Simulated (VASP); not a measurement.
# HfN (Fm-3m) in VASP: a series of runs

The runs below take HfN through band structure, with r2SCAN.

All numbers are computed with VASP 6.6.1; they aren't measurements. Logs are shortened: lines on timing, memory, paths and dates and some standing lists are left out, and cuts for length are marked.

### 1 The structure

It takes space group Fm-3m (No. 225, cubic). The conventional cell has a = 4.512 Å, b = 4.512 Å, c = 4.512 Å, α = 90.00°, β = 90.00°, γ = 90.00°. Around Hf (site symmetry m-3m) lie 6 N at 2.26 Å. N (site symmetry m-3m) is surrounded by 6 Hf at 2.26 Å.

### 2 Band structure, r2SCAN

Contents of INCAR:

```
ALGO     = Normal         # electronic algorithm
EDIFF    = 1E-6           # SCF threshold, eV
ENCUT    = 520            # plane-wave cutoff, eV
ISIF     = 2              # what is computed and relaxed
ISMEAR   = -1             # smearing method
LASPH    = T              # aspherical terms in the spheres
LCHARG   = F              # write CHGCAR
LMAXMIX  = 4              # l up to which the mixer works
LMIXTAU  = T            
LREAL    = F              # projectors in reciprocal space
LWAVE    = F              # write WAVECAR
METAGGA  = R2SCAN         # meta-GGA
NBANDS   = 14             # bands
NELM     = 60             # most SCF steps
PREC     = Accurate       # precision mode
SIGMA    = 0.05           # smearing width, eV
```

Contents of KPOINTS:

```
k-points
0
Gamma
  10 10 10
```

Contents of POSCAR:

```
HfN
1.0
    0.0000000000      2.2560000000      2.2560000000
    2.2560000000      0.0000000000      2.2560000000
    2.2560000000      2.2560000000      0.0000000000
Hf N
1 1
Direct
    0.0000000000      0.0000000000      0.0000000000
    0.5000000000      0.5000000000      0.5000000000
```

Contents of KPOINTS_OPT:

```
path GXWKGLUWLK,UX
20
line-mode
reciprocal
 0.0000000000  0.0000000000  0.0000000000  G
 0.5000000000  0.0000000000  0.5000000000  X

 0.5000000000  0.0000000000  0.5000000000  X
 0.5000000000  0.2500000000  0.7500000000  W

 0.5000000000  0.2500000000  0.7500000000  W
 0.3750000000  0.3750000000  0.7500000000  K

 0.3750000000  0.3750000000  0.7500000000  K
 0.0000000000  0.0000000000  0.0000000000  G

 0.0000000000  0.0000000000  0.0000000000  G
 0.5000000000  0.5000000000  0.5000000000  L

 0.5000000000  0.5000000000  0.5000000000  L
 0.6250000000  0.2500000000  0.6250000000  U

 0.6250000000  0.2500000000  0.6250000000  U
 0.5000000000  0.2500000000  0.7500000000  W

 0.5000000000  0.2500000000  0.7500000000  W
 0.5000000000  0.5000000000  0.5000000000  L

 0.5000000000  0.5000000000  0.5000000000  L
 0.3750000000  0.3750000000  0.7500000000  K

 0.6250000000  0.2500000000  0.6250000000  U
 0.5000000000  0.0000000000  0.5000000000  X
```

Potentials or basis: VASP PAW PBE potentials, release 64 (Hf_pv, N).

Launch:

```console
cat potpaw_PBE.64/Hf_pv/POTCAR potpaw_PBE.64/N/POTCAR > POTCAR
mpirun -np 1 vasp_std > vasp.out
```

OUTCAR:

```text
EDIFF = 1E-6
   ENCUT = 520
   ISIF = 2
   ISMEAR = -1
   LASPH = T
   LREAL = F
   METAGGA = R2SCAN
   NELM = 60
   PREC = Accurate

 ion  position               nearest neighbor table
   1  0.000  0.000  0.000-   2 2.26   2 2.26   2 2.26   2 2.26   2 2.26   2 2.26
   2  0.500  0.500  0.500-   1 2.26   1 2.26   1 2.26   1 2.26   1 2.26   1 2.26

  LATTYP: Found a face centered cubic cell.
 ALAT       =     4.5120000000

  Lattice vectors:

 A1 = (   0.0000000000,   2.2560000000,   2.2560000000)
 A2 = (   2.2560000000,   0.0000000000,   2.2560000000)
 A3 = (   2.2560000000,   2.2560000000,   0.0000000000)

Analysis of symmetry for initial positions (statically):
=====================================================================
 Subroutine PRICEL returns:
 Original cell was already a primitive cell.

 Routine SETGRP: Setting up the symmetry group for a
 face centered cubic supercell.

 Subroutine GETGRP returns: Found 48 space group operations
 (whereof 48 operations were pure point group operations)
 out of a pool of 48 trial point group operations.

The static configuration has the point symmetry O_h .

Analysis of symmetry for dynamics (positions and initial velocities):
=====================================================================
 Subroutine PRICEL returns:
 Original cell was already a primitive cell.

 Routine SETGRP: Setting up the symmetry group for a
 face centered cubic supercell.

 Subroutine GETGRP returns: Found 48 space group operations
 (whereof 48 operations were pure point group operations)
 out of a pool of 48 trial point group operations.

The dynamic configuration has the point symmetry O_h .

 Subroutine INISYM returns: Found 48 space group operations
 (whereof 48 operations are pure point group operations),
 and found     1 'primitive' translations

----------------------------------------------------------------------------------------

                                     Primitive cell

  volume of cell :      22.9640

  direct lattice vectors                    reciprocal lattice vectors
     0.000000000  2.256000000  2.256000000    -0.221631206  0.221631206  0.221631206
     2.256000000  0.000000000  2.256000000     0.221631206 -0.221631206  0.221631206
     2.256000000  2.256000000  0.000000000     0.221631206  0.221631206 -0.221631206

  length of vectors
     3.190465797  3.190465797  3.190465797     0.383876509  0.383876509  0.383876509

  position of ions in fractional coordinates (direct lattice)
     0.000000000  0.000000000  0.000000000
     0.500000000  0.500000000  0.500000000

  ion indices of the primitive-cell ions
   primitive index   ion index
                 1           1
                 2           2

----------------------------------------------------------------------------------------

 KPOINTS: k-points

Automatic generation of k-mesh.
 Grid dimensions read from file:
 generate k-points for:   10   10   10

 Generating k-lattice:

  Cartesian coordinates                     Fractional coordinates (reciprocal lattice)
    -0.022163121  0.022163121  0.022163121     0.100000000  0.000000000  0.000000000
     0.022163121 -0.022163121  0.022163121     0.000000000  0.100000000  0.000000000
     0.022163121  0.022163121 -0.022163121     0.000000000  0.000000000  0.100000000

  Length of vectors
     0.038387651  0.038387651  0.038387651

  Shift w.r.t. Gamma in fractional coordinates (k-lattice)
     0.000000000  0.000000000  0.000000000

 Subroutine IBZKPT returns following result:
 ===========================================

 Found     47 irreducible k-points:

 Following reciprocal coordinates:
            Coordinates               Weight
  0.000000  0.000000  0.000000      1.000000
  0.100000  0.000000  0.000000      8.000000
  0.200000  0.000000  0.000000      8.000000
  0.300000  0.000000  0.000000      8.000000
  0.400000  0.000000  0.000000      8.000000
  0.500000  0.000000  0.000000      4.000000
[... 16 lines left out ...]
  0.300000  0.300000  0.000000      6.000000
  0.400000  0.300000  0.000000     24.000000
 [... further k-points ...]
   k-points           NKPTS =     47   k-points in BZ     NKDIM =     47   number of bands    NBANDS=     14
   number of dos      NEDOS =    301   number of ions     NIONS =      2
   total plane-waves  NPLWV =  13824
   dimension x,y,z NGX =    24 NGY =   24 NGZ =   24
   dimension x,y,z NGXF=    48 NGYF=   48 NGZF=   48
   ions per type =               1   1
   NGX,Y,Z   is equivalent  to a cutoff of  12.51, 12.51, 12.51 a.u.
   NGXF,Y,Z  is equivalent  to a cutoff of  25.01, 25.01, 25.01 a.u.
 SYSTEM =  unknown system
   PREC   = accura    normal or accurate (medium, high low for compatibility)
   ISTART =      0    job   : 0-new  1-cont  2-samecut
   ICHARG =      2    charge: 1-file 2-atom 10-const
   ISPIN  =      1    spin polarized calculation?
   LNONCOLLINEAR =      F non collinear calculations
   LSORBIT =      F    spin-orbit coupling
   LASPH  =      T    aspherical Exc in radial PAW
   ENCUT  =  520.0 eV  38.22 Ry    6.18 a.u.   5.93  5.93  5.93*2*pi/ulx,y,z
   NELM   =     60;   NELMIN=  2; NELMDL= -5     # of ELM steps
   EDIFF  = 0.1E-05   stopping-criterion for ELM
   LREAL  =      F    real-space projection
   EDIFFG = 0.1E-04   stopping-criterion for IOM
   NSW    =      0    number of steps for IOM
   IBRION =     -1    ionic relax: 0-MD 1-quasi-New 2-CG
   NFREE  =      0    steps in history (QN), initial steepest desc. (CG)
   ISIF   =      2    stress and relaxation
   ISYM   =      2    0-nonsym 1-usesym 2-fastsym
   POTIM  = 0.5000    time-step for ionic-motion
   TEBEG  =    0.0;   TEEND  =   0.0 temperature during run
   PSTRESS=    0.0 pullay stress
   NELECT =      15.0000    total number of electrons
   NUPDOWN=      -1.0000    fix difference up-down
   EMIN   =  10.00;   EMAX   =-10.00  energy-range for DOS
   EFERMI =   0.00;   METHOD = LEGACY
   ISMEAR =    -1;   SIGMA  =   0.05  broadening in eV -4-tet -1-fermi 0-gaus
   EFERMI_NEDOS =   21; number of points for ismear=-14 and -15
   IALGO  =     38    algorithm
   IMIX   =      4    mixing-type and parameters
     AMIX     =   0.40;   BMIX     =  1.00
     AMIX_MAG =   1.60;   BMIX_MAG =  1.00
  volume/ion in A,a.u.               =      11.48        77.48
  Fermi-wavevector in a.u.,A,eV,Ry     =   1.420440  2.684242 27.451783  2.017649
  Thomas-Fermi vector in A             =   2.541355
   LORBIT       =      0    0 simple, 1 ext, 2 COOP (PROOUT), +10 PAW based schemes
   METAGGA = R2SCAN    functional components
   LHFCALC =     F    Hartree Fock is set to
   AEXX    =    0.0000 exact exchange contribution
   IVDW    =     0    specifies the selected vdW correction
   LEPSILON=     F    determine dielectric tensor
   LRPA    =     F    only Hartree local field effects (RPA)
 non-spin polarized calculation
  energy-cutoff  :      520.00
  volume of cell :       22.96
 maximum number of plane-waves:       636
   NGX = 11   NGY = 11   NGZ = 11

 number of electron      15.0000001 magnetization

 Free energy of the ion-electron system (eV)
  ---------------------------------------------------
  ext. energy  EPLUGINS =         0.00000000
  ---------------------------------------------------
  free energy    TOTEN  =       -58.23126890 eV

  energy without entropy =      -58.22482570  energy(sigma->0) =      -58.22804730

 E-fermi :   8.6004     XC(G=0): -13.5838

 val. band max:        8.5611273011   @ k =  -0.4000   0.3000   0.0000
 cond. band min:       8.6028125191   @ k =  -0.1000   0.1000   0.0000
 fundamental gap:      0.0416852179
 Fermi energy:         8.6004498522

 k-point     1 :       0.0000    0.0000    0.0000
  band No.  band energies     occupation
      1     -23.9484      2.00000
      2     -23.9484      2.00000
      3     -23.9484      2.00000
      4     -10.1606      2.00000
      5       5.1309      2.00000
      6       5.1309      2.00000
      7       5.1309      2.00000
      8       8.2266      1.99887
      9       8.2266      1.99887
     10       8.2266      1.99887
     11      10.5891      0.00000
     12      10.5891      0.00000
     13      10.6699      0.00000
     14      18.6342      0.00000

 k-point     2 :       0.1000    0.0000    0.0000
  band No.  band energies     occupation
      1     -24.0516      2.00000
      2     -23.9565      2.00000
      3     -23.9565      2.00000
      4      -9.9311      2.00000
      5       4.2224      2.00000
      6       4.5886      2.00000
      7       4.5886      2.00000
      8       8.4514      1.90333
      9       8.5574      1.40561
     10       8.5574      1.40560
     11      11.3401      0.00000
     12      11.3401      0.00000
     13      11.3732      0.00000
     14      19.4133      0.00000

 k-point     3 :       0.2000    0.0000    0.0000
  band No.  band energies     occupation
      1     -24.3112      2.00000
      2     -23.9775      2.00000
      3     -23.9775      2.00000
      4      -9.3155      2.00000
      5       2.5249      2.00000
      6       3.5760      2.00000
      7       3.5760      2.00000
      8       8.8563      0.01192
      9       9.3920      0.00000
     10       9.3920      0.00000
     11      12.8603      0.00000
     12      13.0598      0.00000
     13      13.0598      0.00000
     14      19.5697      0.00000
[... 324 lines left out ...]
 k-point    23 :       0.3000    0.3000    0.0000
  band No.  band energies     occupation
      1     -24.5209      2.00000
      2     -24.1521      2.00000
      3     -24.1521      2.00000
      4      -8.8957      2.00000
      5       1.2469      2.00000
      6       4.2625      2.00000
      7       4.2625      2.00000
      8       5.5890      2.00000
      9      11.8815      0.00000
     10      12.6083      0.00000
     11      12.7622      0.00000
     12      12.7622      0.00000
     13      18.0270      0.00000
     14      19.5695      0.00000

 k-point    24 :       0.4000    0.3000    0.0000
  band No.  band energies     occupation
      1     -24.6301      2.00000
      2     -24.2132      2.00000
      3     -24.1839      2.00000
      4      -8.7918      2.00000
      5       1.4592      2.00000
      6       3.5552      2.00000
      7       3.9930      2.00000
      8       5.9790      2.00000
      9      12.7246      0.00000
     10      13.2956      0.00000
     11      13.4167      0.00000
     12      13.6294      0.00000
     13      18.1933      0.00000
     14      19.5688      0.00000

 [... further k-points ...]

------------------------ aborting loop because EDIFF is reached ----------------------------------------

  FORCE on cell =-STRESS in cart. coord.  units (eV):
  Direction    XX          YY          ZZ          XY          YZ          ZX
  --------------------------------------------------------------------------------------
  -------------------------------------------------------------------------------------
  Total       -0.0117093     -0.0117093     -0.0117093      0.0000000      0.0000000      0.0000000
  in kB       -0.8169476     -0.8169476     -0.8169476      0.0000000      0.0000000      0.0000000
  external PRESSURE =      -0.8169476 kB  Pullay stress =       0.0000000 kB

 VOLUME and BASIS-vectors are now :
 -----------------------------------------------------------------------------
  energy-cutoff  :      520.00
  volume of cell :       22.96
      direct lattice vectors                 reciprocal lattice vectors
     0.000000000  2.256000000  2.256000000    -0.221631206  0.221631206  0.221631206
     2.256000000  0.000000000  2.256000000     0.221631206 -0.221631206  0.221631206
     2.256000000  2.256000000  0.000000000     0.221631206  0.221631206 -0.221631206

 POSITION                                       TOTAL-FORCE (eV/Angst)
 -----------------------------------------------------------------------------------
      0.00000      0.00000      0.00000        -0.000000      0.000000      0.000000
      2.25600      2.25600      2.25600         0.000000     -0.000000     -0.000000
 -----------------------------------------------------------------------------------
    total drift:                                0.000000     -0.000000     -0.000000

  FREE ENERGIE OF THE ION-ELECTRON SYSTEM (eV)
  ---------------------------------------------------
  free  energy   TOTEN  =       -58.2312688967 eV

  energy  without entropy=      -58.2248256967  energy(sigma->0) =      -58.22804730
```

It took 52 s on 1 thread of Intel Xeon 6975P-C (Granite Rapids), shared host; peak memory 0.16 GiB.

Results:

```yaml
Free_energy: -58.2313 eV
Pressure: -0.1 GPa
Band_gap_along_the_path: none (metal or under the smearing width)
```

Levels at the corners of the path, in eV from the Fermi level:
```tsv
point	band 4	band 5	band 6	band 7	band 8	band 9	band 10	band 11	band 12	band 13
Γ	-18.76	-3.47	-3.47	-3.47	-0.37	-0.37	-0.37	1.99	1.99	2.07
X	-17.71	-5.97	-4.17	-4.17	-3.94	4.13	5.56	5.56	5.82	8.52
X	-17.71	-5.97	-4.17	-4.17	-3.94	4.13	5.56	5.56	5.82	8.52
W	-17.08	-6.67	-5.97	-5.97	1.12	1.12	5.57	5.64	6.40	10.96
W	-17.08	-6.67	-5.97	-5.97	1.12	1.12	5.57	5.64	6.40	10.96
K	-17.13	-6.82	-6.06	-5.47	-0.92	3.97	4.50	6.16	6.77	9.65
K	-17.13	-6.82	-6.06	-5.47	-0.92	3.97	4.50	6.16	6.77	9.65
Γ	-18.76	-3.47	-3.47	-3.47	-0.37	-0.37	-0.37	1.99	1.99	2.07
Γ	-18.76	-3.47	-3.47	-3.47	-0.37	-0.37	-0.37	1.99	1.99	2.07
L	-16.05	-9.40	-6.71	-6.71	3.37	3.77	3.77	4.60	9.10	9.10
L	-16.05	-9.40	-6.71	-6.71	3.37	3.77	3.77	4.60	9.10	9.10
U	-17.13	-6.82	-6.06	-5.47	-0.92	3.97	4.50	6.16	6.77	9.65
U	-17.13	-6.82	-6.06	-5.47	-0.92	3.97	4.50	6.16	6.77	9.65
W	-17.08	-6.67	-5.97	-5.97	1.12	1.12	5.57	5.64	6.40	10.96
W	-17.08	-6.67	-5.97	-5.97	1.12	1.12	5.57	5.64	6.40	10.96
L	-16.05	-9.40	-6.71	-6.71	3.37	3.77	3.77	4.60	9.10	9.10
L	-16.05	-9.40	-6.71	-6.71	3.37	3.77	3.77	4.60	9.10	9.10
K	-17.13	-6.82	-6.06	-5.47	-0.92	3.97	4.50	6.16	6.77	9.65
U	-17.13	-6.82	-6.06	-5.47	-0.92	3.97	4.50	6.16	6.77	9.65
X	-17.71	-5.97	-4.17	-4.17	-3.94	4.13	5.56	5.56	5.82	8.52
```

Caveat: the PAW data sets were made with another functional, which shifts forces and pressure a little; spin-orbit coupling is left out, which moves the levels of the heavy elements.

[end of part 1 of 2]
